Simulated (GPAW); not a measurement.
# Si2Mo (P1) in GPAW: single point with PBE

Aim: the single point of Si2Mo with PBE.

Everything below comes from runs of GPAW 26.7.0. Logs are shortened: lines on timing, memory, paths and dates and some standing lists are left out, and cuts for length are marked. The log counts tension as positive stress, the text compression.

### Step 1. The cell of the first run

The typed cell holds 3 atoms: a = 4.535 Å, b = 4.535 Å, c = 4.535 Å, α = 138.68°, β = 138.68°, γ = 59.86°.

### Step 2. Single point, PBE (atoms moved at random, drawn with an rms of 0.05 Å)

File run.py:

```python
from ase.dft.bandgap import bandgap
from ase.io import read, write
from ase.units import GPa
from gpaw import GPAW, PW

atoms = read('POSCAR')

calc = GPAW(mode=PW(600),
            xc='PBE',
            kpts={'size': (12, 12, 12), 'gamma': True},
            occupations={'name': 'fermi-dirac', 'width': 0.05},
            nbands=23,
            convergence={'density': 1e-05, 'energy': 1e-05},
            maxiter=150,
            txt='gpaw.txt')
atoms.calc = calc
energy = atoms.get_potential_energy()
forces = atoms.get_forces()
stress = atoms.get_stress()
calc.write('gs.gpw')
write('result.traj', atoms)
print(f'Energy: {energy:.6f} eV')
print('Forces (eV/A):')
print(forces.round(4))
print('Stress (GPa):', (stress / GPa).round(3))
print('Fermi level:', round(calc.get_fermi_level(), 4), 'eV')
print(f'Gap: {bandgap(calc)[0]:.4f} eV, direct: {bandgap(calc, direct=True)[0]:.4f} eV')
```

File POSCAR:

```
Si2Mo
1.0
   -1.6000000000      1.6000000000      3.9305000000
    1.6000000000     -1.6000000000      3.9305000000
    1.6000000000      1.6000000000     -3.9305000000
Mo Si
1 2
Direct
    0.0176620000      0.0018630000      0.0066410000
    0.6778390000      0.6943160000      0.0250040000
    0.3319990000      0.3458110000      0.0115010000
```

Potentials or basis: GPAW PAW data sets (gpaw-data 1.2.1), pw.

Command:

```
> OMP_NUM_THREADS=1 python run.py
```

gpaw.txt:

```text
__  _  _
 | _ |_)|_||  |
 |__||  | ||/\| - 26.7.0

Input parameters:
  mode=PW(ecut=600.0),
  convergence={'density': 1e-05, 'energy': 1e-05},
  kpts=MonkhorstPack(size=(12, 12, 12), gamma=True),
  maxiter=150,
  nbands=23,
  occupations=Occupations(name='fermi-dirac', width=0.05),
  xc=XC(name='PBE')

Diagonalizing LCAO Hamiltonian
Converting LCAO to pw mode

       Si

       Si

       Mo

Atoms  # Å, Bohr magnetons
|   | symbol |         x |         y |        z |    initial magnetic moments |
|---|--------|-----------|-----------|----------|-----------------------------|
| 0 |     Mo | -0.014653 |  0.035904 | 0.050641 | ( 0.0000,  0.0000,  0.0000) |
| 1 |     Si |  0.066370 |  0.013643 | 5.294977 | ( 0.0000,  0.0000,  0.0000) |
| 2 |     Si |  0.040501 | -0.003698 | 2.618928 | ( 0.0000,  0.0000,  0.0000) |

Unit cell  # Å
| periodic |         x |         y |         z |  lengths |     angles |
|----------|-----------|-----------|-----------|----------|------------|
|      yes | -1.600000 |  1.600000 |  3.930500 | 4.535287 | 138.683989 |
|      yes |  1.600000 | -1.600000 |  3.930500 | 4.535287 | 138.683989 |
|      yes |  1.600000 |  1.600000 | -3.930500 | 4.535287 |  59.857036 |

Number of symmetries: 1
Symmetry operations  # r_c * U_cc + t_c -> r_c
|   | kind |            matrix            |
|---|------|------------------------------|
| 0 |  E   |  1, 0, 0,  0, 1, 0,  0, 0, 1 |

BZ-sampling:
  Number of BZ points: 1728
  Number of IBZ points: 868

  Monkhorst-Pack size: [12, 12, 12]
  Monkhorst-Pack shift: [0.041666666666666664, 0.041666666666666664, 0.041666666666666664]

K-points  # in reciprocal-cell coordinates
|     |                                coordinates |     weight |
|-----|--------------------------------------------|------------|
|   0 | ( -0.00000000,  -0.00000000,  -0.00000000) | 0.00057870 |
|   1 | ( -0.00000000,  -0.00000000,   0.08333333) | 0.00115741 |
|   2 | ( -0.00000000,  -0.00000000,   0.16666667) | 0.00115741 |
|   3 | ( -0.00000000,  -0.00000000,   0.25000000) | 0.00115741 |
|   4 | ( -0.00000000,  -0.00000000,   0.33333333) | 0.00115741 |
|   5 | ( -0.00000000,  -0.00000000,   0.41666667) | 0.00115741 |
|   6 | ( -0.00000000,  -0.00000000,   0.50000000) | 0.00057870 |
|   7 | ( -0.00000000,   0.08333333,  -0.41666667) | 0.00115741 |
|   8 | ( -0.00000000,   0.08333333,  -0.33333333) | 0.00115741 |
|   9 | ( -0.00000000,   0.08333333,  -0.25000000) | 0.00115741 |
| ... |                                            |            |
| 867 | (  0.50000000,   0.50000000,   0.50000000) | 0.00057870 |

Plane wave coefficients: 1362
Cutoff: 600.0 eV

Spin-components: 1 (collinear spins)
Bands:           23
Projectors:      16
Spin-degeneracy: 2
Datatype:        complex128

Density:
  Valence electrons: 22.0
  Components: 1
  Grid points: [27 27 27]
  Charge: 0.0  # |e|

Potential:
  Grid points: [27 27 27]

species:
  Mo:
    name:    Molybdenum
    Z:       42.0
    valence: 14
    core:    28
    charge:  0.0  # [|e|]
    compensation charges:
      type: gauss
      rc: 0.38  # [Å]
      lmax: 2
    cutoffs:
      filter: 2.16  # [Å]
      core: 1.42  # [Å]
    projectors
    | kind |    occ | energy [eV] | rcut [Å] |
    |------|--------|-------------|----------|
    |   4s |  2.000 |     -64.307 |    1.238 |
    |   5s |  1.000 |      -4.084 |    1.238 |
    |   4p |  6.000 |     -38.491 |    1.296 |
    |   5p |  0.000 |      -1.044 |    1.296 |
    |   4d |  5.000 |      -3.754 |    1.296 |
    |    d |        |      23.458 |    1.296 |

    Using partial waves for Mo as LCAO basis

  Si:
    name:    Silicon
    Z:       14.0
    valence: 4
    core:    10
    charge:  0.0  # [|e|]
    compensation charges:
      type: gauss
      rc: 0.33  # [Å]
      lmax: 2
    cutoffs:
      filter: 1.86  # [Å]
      core: 2.06  # [Å]
    projectors
    | kind |    occ | energy [eV] | rcut [Å] |
    |------|--------|-------------|----------|
    |   3s |  2.000 |     -10.812 |    1.058 |
    |   3p |  2.000 |      -4.081 |    1.058 |
    |    s |        |      16.399 |    1.058 |
    |    p |        |      23.130 |    1.058 |
    |    d |        |       0.000 |    1.058 |

    Using partial waves for Si as LCAO basis

Reference energy: -125906.761132  # eV

eigensolver:
  PPCG
  Converge bands: occupied
  niter=2

density mixing:
  MSR1-Mixer
  Pratt-step length: 0.05
  Maximum mixing coefficient: 0.75
  Old densities: 10
  SVD Regularization: 0.005
  Good broyden scale: 1.0
  Trust region scale: 1.0
  Backstep threshold: 4.0
  History deletion threshold: 6.0
  Fourier metric: weight=20.0, sigma=0.015

occupation numbers:
  Fermi-Dirac:
    width: 0.0500  # eV

poisson solver:
  ecut: 4800.0  # eV

xc functional:
  name: PBE with 2 nearest neighbor stencil

convergence criteria:
- Maximum integral of absolute [dens]ity change: 1e-05 electrons / valence electron
- Maximum [total energy] change in last 3 cyles: 1e-05 eV / valence electron
- Maximum integral of absolute [eigenst]ate change: 4e-08 eV^2 / valence electron
maximum number of iterations: 150

SCF iterations
|iter     | |      energy | eigst |  dens |
|---------|-|-------------|-------|-------|
|iter:   1| |  -24.565106 | +0.48 |       |
|iter:   2| |  -24.191916 | -1.98 | -0.98 |
|iter:   3| |  -23.467403 | -1.34 | -1.04 |
|iter:   4| |  -23.455826 | -2.81 | -1.49 |
|iter:   5| |  -23.455181 | -2.95 | -1.74 |
|iter:   6| |  -23.455423 | -4.27 | -2.37 |
|iter:   7| |  -23.455488 | -5.46 | -3.02 |
|iter:   8| |  -23.455487c| -6.82 | -3.78 |
|iter:   9| |  -23.455487c| -8.00c| -4.27 |
|iter:  10| |  -23.455487c| -7.51c| -4.75 |
|iter:  11| |  -23.455487c| -8.78c| -5.82c|

Converged in 11 steps
Energy contributions relative to reference atoms: (reference = -125906.761132)

Energy contributions:
  Kinetic:           1.491370
  Coulomb:          -1.998521
  Zero:             -0.298980
  External:          0.000000
  Xc:              -22.648220
  Entropy:          -0.002272
  Spinorbit:         0.000000
  ----------------------------
  Free energy:     -23.456623
  Extrapolated:    -23.455487

dipole moment: (-12.671417, -12.306092, 2.963259)  # |e|*Ang

Fermi level: 12.148
Eigenvalues  # (at kpt = [-0.000, -0.000, -0.000])
| band index |      eig [eV] | occ [0-2] |
|------------|---------------|-----------|
|          0 |       -48.667 |     2.000 |
|        ... |               |           |
|          2 |       -22.755 |     2.000 |
|          3 |       -22.752 |     2.000 |
|          4 |        -1.380 |     2.000 |
|          5 |         5.917 |     2.000 |
|          6 |         8.632 |     2.000 |
|          7 |         9.185 |     2.000 |
[... 8 lines left out ...]
|         16 |        17.032 |     0.000 |
|         17 |        17.095 |     0.000 |
|        ... |               |           |
|         22 |        26.955 |     0.000 |

No gap
No difference between direct/indirect transitions

Forces  # eV/Ang
|        x |        y |        z |
|----------|----------|----------|
|  0.62714 | -0.27876 | -0.35559 |  # Mo   0
| -0.49442 |  0.04700 | -0.51743 |  # Si   1
| -0.13270 |  0.23175 |  0.87305 |  # Si   2

Stress tensor  # eV/Ang^3
|         x |         y |         z |
|-----------|-----------|-----------|
| -0.020799 |  0.001942 |  0.001671 |
|  0.001942 | -0.022067 | -0.000338 |
|  0.001671 | -0.000338 | -0.015049 |

# Writing to gs.gpw (mode='')
```

It took 6.6 min on 1 thread of AMD EPYC 9R45 (Zen 5), shared host; peak memory 0.86 GiB.

Results:

| Quantity | Value |
| --- | --- |
| Free energy | -23.4566 eV |
| Pressure | 3.1 GPa |
| Largest force | 0.913 eV/Å |
| Band gap on the k mesh | none (metal or under the smearing width) |

Forces on the atoms (eV/Å):
```
Mo   0.627 -0.279 -0.356
Si  -0.494  0.047 -0.517
Si  -0.133  0.232  0.873
```

Stress tensor (GPa, compression positive):
```
 3.33 -0.31 -0.27
-0.31  3.54  0.05
-0.27  0.05  2.41
```
